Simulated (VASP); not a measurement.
# N (P6_3/mmc) in VASP: settings compared

Aim: see how the results for N move with the level of theory and the settings. Levels: PBE, LDA. Tasks: single point, atomic charges.

Everything below comes from runs of VASP 6.6.1. Logs are shortened: lines on timing, memory, paths and dates and some standing lists are left out, and cuts for length are marked.

## Step 1: The crystal as given

It takes space group P6_3/mmc (No. 194, hexagonal). The conventional cell has a = 2.519 Å, b = 2.519 Å, c = 2.446 Å, α = 90.00°, β = 90.00°, γ = 120.00°. Around N (site symmetry -6m2) lie 6 N at 1.90 Å.

The real solid is made of molecules; this cell is a model form.

## Step 2: Single point, PBE

INCAR reads:

```
  PREC = Accurate
  ENCUT = 520
  EDIFF = 1E-6
  ISMEAR = 0
  SIGMA = 0.05
  LREAL = F
  LASPH = T
  NELM = 60
  ALGO = Normal
  ISIF = 2
  LWAVE = F
  LCHARG = F
  GGA = PE
```

KPOINTS reads:

```
regular mesh
0
Gamma
  12 12 11
```

POSCAR reads:

```
N
1.0
    2.5194737886      0.0000000000      0.0000000000
   -1.2597368943      2.1819283051      0.0000000000
    0.0000000000      0.0000000000      2.4460020000
N
2
Direct
    0.3333333333      0.6666666667      0.7500000000
    0.6666666667      0.3333333333      0.2500000000
```

Potentials or basis: VASP PAW PBE potentials, release 54 (N).

Started as:

```
$ cat potpaw_PBE.54/N/POTCAR > POTCAR
$ mpirun -np 1 vasp_std > vasp.out
```

OUTCAR:

```text
PREC = Accurate
   ENCUT = 520
   EDIFF = 1E-6
   ISMEAR = 0
   LREAL = F
   LASPH = T
   NELM = 60
   ISIF = 2
   GGA = PE

 ion  position               nearest neighbor table
   1  0.333  0.667  0.750-
   2  0.667  0.333  0.250-

  LATTYP: Found a hexagonal cell.
 ALAT       =     2.5194737886
 C/A-ratio  =     0.9708384390

  Lattice vectors:

 A1 = (   2.5194737886,   0.0000000000,   0.0000000000)
 A2 = (  -1.2597368943,   2.1819283051,   0.0000000000)
 A3 = (   0.0000000000,   0.0000000000,   2.4460020000)

Analysis of symmetry for initial positions (statically):
=====================================================================
 Subroutine PRICEL returns:
 Original cell was already a primitive cell.

 Routine SETGRP: Setting up the symmetry group for a
 hexagonal supercell.

 Subroutine GETGRP returns: Found 24 space group operations
 (whereof 12 operations were pure point group operations)
 out of a pool of 24 trial point group operations.

The static configuration has the point symmetry D_3d.
 The point group associated with its full space group is D_6h.

Analysis of symmetry for dynamics (positions and initial velocities):
=====================================================================
 Subroutine PRICEL returns:
 Original cell was already a primitive cell.

 Routine SETGRP: Setting up the symmetry group for a
 hexagonal supercell.

 Subroutine GETGRP returns: Found 24 space group operations
 (whereof 12 operations were pure point group operations)
 out of a pool of 24 trial point group operations.

The dynamic configuration has the point symmetry D_3d.
 The point group associated with its full space group is D_6h.

 Subroutine INISYM returns: Found 24 space group operations
 (whereof 12 operations are pure point group operations),
 and found     1 'primitive' translations

----------------------------------------------------------------------------------------

                                     Primitive cell

  volume of cell :      13.4464

  direct lattice vectors                    reciprocal lattice vectors
     2.519473789  0.000000000  0.000000000     0.396908277  0.229155100  0.000000000
    -1.259736894  2.181928305  0.000000000     0.000000000  0.458310201  0.000000000
     0.000000000  0.000000000  2.446002000     0.000000000  0.000000000  0.408830410

  length of vectors
     2.519473789  2.519473789  2.446002000     0.458310201  0.458310201  0.408830410

  position of ions in fractional coordinates (direct lattice)
     0.333333333  0.666666667  0.750000000
     0.666666667  0.333333333  0.250000000

  ion indices of the primitive-cell ions
   primitive index   ion index
                 1           1
                 2           2

----------------------------------------------------------------------------------------

 KPOINTS: regular mesh

Automatic generation of k-mesh.
 Grid dimensions read from file:
 generate k-points for:   12   12   11

 Generating k-lattice:

  Cartesian coordinates                     Fractional coordinates (reciprocal lattice)
     0.033075690  0.019096258  0.000000000     0.083333333  0.000000000  0.000000000
     0.000000000  0.038192517  0.000000000     0.000000000  0.083333333  0.000000000
     0.000000000  0.000000000  0.037166401     0.000000000  0.000000000  0.090909091

  Length of vectors
     0.038192517  0.038192517  0.037166401

  Shift w.r.t. Gamma in fractional coordinates (k-lattice)
     0.000000000  0.000000000  0.000000000

 Subroutine IBZKPT returns following result:
 ===========================================

 Found    114 irreducible k-points:

 Following reciprocal coordinates:
            Coordinates               Weight
  0.000000  0.000000  0.000000      1.000000
  0.083333  0.000000  0.000000      6.000000
  0.166667 -0.000000  0.000000      6.000000
  0.250000 -0.000000  0.000000      6.000000
  0.333333 -0.000000  0.000000      6.000000
  0.416667 -0.000000  0.000000      6.000000
[... 16 lines left out ...]
  0.250000 -0.000000  0.090909     12.000000
  0.333333 -0.000000  0.090909     12.000000
 [... further k-points ...]
   k-points           NKPTS =    114   k-points in BZ     NKDIM =    114   number of bands    NBANDS=      9
   number of dos      NEDOS =    301   number of ions     NIONS =      2
   total plane-waves  NPLWV =   7200
   dimension x,y,z NGX =    20 NGY =   20 NGZ =   18
   dimension x,y,z NGXF=    40 NGYF=   40 NGZF=   36
   ions per type =               2
   NGX,Y,Z   is equivalent  to a cutoff of  13.20, 13.20, 12.23 a.u.
   NGXF,Y,Z  is equivalent  to a cutoff of  26.39, 26.39, 24.47 a.u.
 SYSTEM =  unknown system
   PREC   = accura    normal or accurate (medium, high low for compatibility)
   ISTART =      0    job   : 0-new  1-cont  2-samecut
   ICHARG =      2    charge: 1-file 2-atom 10-const
   ISPIN  =      1    spin polarized calculation?
   LNONCOLLINEAR =      F non collinear calculations
   LSORBIT =      F    spin-orbit coupling
   LASPH  =      T    aspherical Exc in radial PAW
   ENCUT  =  520.0 eV  38.22 Ry    6.18 a.u.   4.68  4.68  4.55*2*pi/ulx,y,z
   NELM   =     60;   NELMIN=  2; NELMDL= -5     # of ELM steps
   EDIFF  = 0.1E-05   stopping-criterion for ELM
   LREAL  =      F    real-space projection
   EDIFFG = 0.1E-04   stopping-criterion for IOM
   NSW    =      0    number of steps for IOM
   IBRION =     -1    ionic relax: 0-MD 1-quasi-New 2-CG
   NFREE  =      0    steps in history (QN), initial steepest desc. (CG)
   ISIF   =      2    stress and relaxation
   ISYM   =      2    0-nonsym 1-usesym 2-fastsym
   POTIM  = 0.5000    time-step for ionic-motion
   TEBEG  =    0.0;   TEEND  =   0.0 temperature during run
   PSTRESS=    0.0 pullay stress
   NELECT =      10.0000    total number of electrons
   NUPDOWN=      -1.0000    fix difference up-down
   EMIN   =  10.00;   EMAX   =-10.00  energy-range for DOS
   EFERMI =   0.00;   METHOD = LEGACY
   ISMEAR =     0;   SIGMA  =   0.05  broadening in eV -4-tet -1-fermi 0-gaus
   EFERMI_NEDOS =   21; number of points for ismear=-14 and -15
   IALGO  =     38    algorithm
   IMIX   =      4    mixing-type and parameters
     AMIX     =   0.40;   BMIX     =  1.00
     AMIX_MAG =   1.60;   BMIX_MAG =  1.00
  volume/ion in A,a.u.               =       6.72        45.37
  Fermi-wavevector in a.u.,A,eV,Ry     =   1.483221  2.802881 29.932052  2.199944
  Thomas-Fermi vector in A             =   2.596909
   LORBIT       =      0    0 simple, 1 ext, 2 COOP (PROOUT), +10 PAW based schemes
   GGA     = PE    functional components
   LHFCALC =     F    Hartree Fock is set to
   AEXX    =    0.0000 exact exchange contribution
   IVDW    =     0    specifies the selected vdW correction
   LEPSILON=     F    determine dielectric tensor
   LRPA    =     F    only Hartree local field effects (RPA)
 non-spin polarized calculation
 Gauss-broadening in eV      SIGMA  =   0.05
  energy-cutoff  :      520.00
  volume of cell :       13.45
 maximum number of plane-waves:       381
 NGX is ok and might be reduce to    20
   NGX =  9   NGY =  9   NGZ =  9

 number of electron      10.0000001 magnetization

 Free energy of the ion-electron system (eV)
  ---------------------------------------------------
  ext. energy  EPLUGINS =         0.00000000
  ---------------------------------------------------
  free energy    TOTEN  =        -9.39730649 eV

  energy without entropy =       -9.39523547  energy(sigma->0) =       -9.39627098

 E-fermi :   7.0386     XC(G=0): -13.0392

 val. band max:        7.0333173688   @ k =   0.1667  -0.0000   0.1818
 cond. band min:       7.0503659078   @ k =   0.1667   0.0833   0.2727
 fundamental gap:      0.0170485389
 Fermi energy:         7.0385920032

 k-point     1 :       0.0000    0.0000    0.0000
  band No.  band energies     occupation
      1     -15.0228      2.00000
      2       1.2811      2.00000
      3       2.2465      2.00000
      4       4.6772      2.00000
      5       4.6772      2.00000
      6       9.8537      0.00000
      7       9.8537      0.00000
      8      13.1759      0.00000
      9      21.6474      0.00000

 k-point     2 :       0.0833    0.0000    0.0000
  band No.  band energies     occupation
      1     -14.8555      2.00000
      2       0.7493      2.00000
      3       2.3831      2.00000
      4       4.4106      2.00000
      5       4.7201      2.00000
      6       9.7876      0.00000
      7      10.1107      0.00000
      8      12.9573      0.00000
      9      22.0543      0.00000

 k-point     3 :       0.1667   -0.0000    0.0000
  band No.  band energies     occupation
      1     -14.3578      2.00000
      2      -0.6457      2.00000
      3       2.7851      2.00000
      4       3.7939      2.00000
      5       4.7965      2.00000
      6       9.6471      0.00000
      7      10.6888      0.00000
      8      12.3363      0.00000
      9      22.9568      0.00000

 k-point     4 :       0.2500   -0.0000    0.0000
  band No.  band energies     occupation
      1     -13.5441      2.00000
      2      -2.5261      2.00000
      3       3.1125      2.00000
      4       3.4258      2.00000
      5       4.8396      2.00000
      6       9.5560      0.00000
      7      11.2904      0.00000
      8      11.4070      0.00000
      9      22.7688      0.00000

 k-point     5 :       0.3333   -0.0000    0.0000
  band No.  band energies     occupation
      1     -12.4517      2.00000
      2      -4.5596      2.00000
      3       2.5426      2.00000
      4       4.2451      2.00000
      5       4.8296      2.00000
      6       9.5864      0.00000
      7      10.3086      0.00000
      8      11.7515      0.00000
      9      21.8091      0.00000

 k-point     6 :       0.4167   -0.0000    0.0000
  band No.  band energies     occupation
      1     -11.1998      2.00000
      2      -6.4409      2.00000
      3       2.1733      2.00000
      4       4.7935      2.00000
      5       5.0928      2.00000
      6       9.2620      0.00000
      7       9.6891      0.00000
      8      12.0247      0.00000
      9      21.0202      0.00000
[... 169 lines left out ...]
 k-point    21 :       0.0833    0.0000    0.0909
  band No.  band energies     occupation
      1     -14.6884      2.00000
      2      -0.5105      2.00000
      3       2.9322      2.00000
      4       4.5334      2.00000
      5       5.2640      2.00000
      6       9.7004      0.00000
      7      10.0363      0.00000
      8      12.7880      0.00000
      9      22.6789      0.00000

 k-point    22 :       0.1667   -0.0000    0.0909
  band No.  band energies     occupation
      1     -14.1916      2.00000
      2      -1.0741      2.00000
      3       2.1057      2.00000
      4       3.9255      2.00000
      5       5.7416      2.00000
      6       9.4722      0.00000
      7      10.5681      0.00000
      8      12.2552      0.00000
      9      23.4718      0.00000

 k-point    23 :       0.2500   -0.0000    0.0909
  band No.  band energies     occupation
      1     -13.3796      2.00000
      2      -2.5474      2.00000
      3       2.0954      2.00000
      4       3.2526      2.00000
      5       5.9777      2.00000
      6       9.1702      0.00000
      7      11.1100      0.00000
      8      11.5667      0.00000
      9      23.0338      0.00000

 k-point    24 :       0.3333   -0.0000    0.0909
  band No.  band energies     occupation
      1     -12.2900      2.00000
      2      -4.4638      2.00000
      3       2.5996      2.00000
      4       2.6888      2.00000
      5       6.0832      2.00000
      6       8.6377      0.00000
      7      11.0714      0.00000
      8      11.5146      0.00000
      9      22.1276      0.00000

 [... further k-points ...]

------------------------ aborting loop because EDIFF is reached ----------------------------------------

  FORCE on cell =-STRESS in cart. coord.  units (eV):
  Direction    XX          YY          ZZ          XY          YZ          ZX
  --------------------------------------------------------------------------------------
  -------------------------------------------------------------------------------------
  Total        1.1834731      1.1834731      0.1833262      0.0000000      0.0000000      0.0000000
  in kB      141.0138741    141.0138741     21.8437942      0.0000000      0.0000000      0.0000000
  external PRESSURE =     101.2905142 kB  Pullay stress =       0.0000000 kB

 VOLUME and BASIS-vectors are now :
 -----------------------------------------------------------------------------
  energy-cutoff  :      520.00
  volume of cell :       13.45
      direct lattice vectors                 reciprocal lattice vectors
     2.519473789  0.000000000  0.000000000     0.396908277  0.229155100  0.000000000
    -1.259736894  2.181928305  0.000000000     0.000000000  0.458310201  0.000000000
     0.000000000  0.000000000  2.446002000     0.000000000  0.000000000  0.408830410

 POSITION                                       TOTAL-FORCE (eV/Angst)
 -----------------------------------------------------------------------------------
     -0.00000      1.45462      1.83450        -0.000000     -0.000000      0.000000
      1.25974      0.72731      0.61150         0.000000      0.000000      0.000000
 -----------------------------------------------------------------------------------
    total drift:                               -0.000000      0.000000      0.000000

  FREE ENERGIE OF THE ION-ELECTRON SYSTEM (eV)
  ---------------------------------------------------
  free  energy   TOTEN  =        -9.3973064900 eV

  energy  without entropy=       -9.3952354726  energy(sigma->0) =       -9.39627098
```

It took 8.9 s on 1 thread of Intel Xeon Platinum 8488C (Sapphire Rapids), shared host; peak memory 0.12 GiB.

What came out:

```
Free energy            : -9.3973 eV
Pressure               : 10.1 GPa
Band gap on the k mesh : none (metal or under the smearing width)
```

Stress tensor (GPa, compression positive):
```
14.10  0.00  0.00
 0.00 14.10  0.00
 0.00  0.00  2.18
```

Levels at points of the mesh, in eV from the Fermi level:
| k point | band 2 | band 3 | band 4 | band 5 | band 6 | band 7 | band 8 | band 9 |
| --- | --- | --- | --- | --- | --- | --- | --- | --- |
| (0.00, 0.00, 0.00) | -5.76 | -4.79 | -2.36 | -2.36 | 2.82 | 2.82 | 6.14 | 14.61 |
| (0.50, 0.00, 0.00) | -14.49 | -4.99 | -2.26 | -1.51 | 1.71 | 2.71 | 5.08 | 13.68 |

(Part 1 of 2 ends here.)
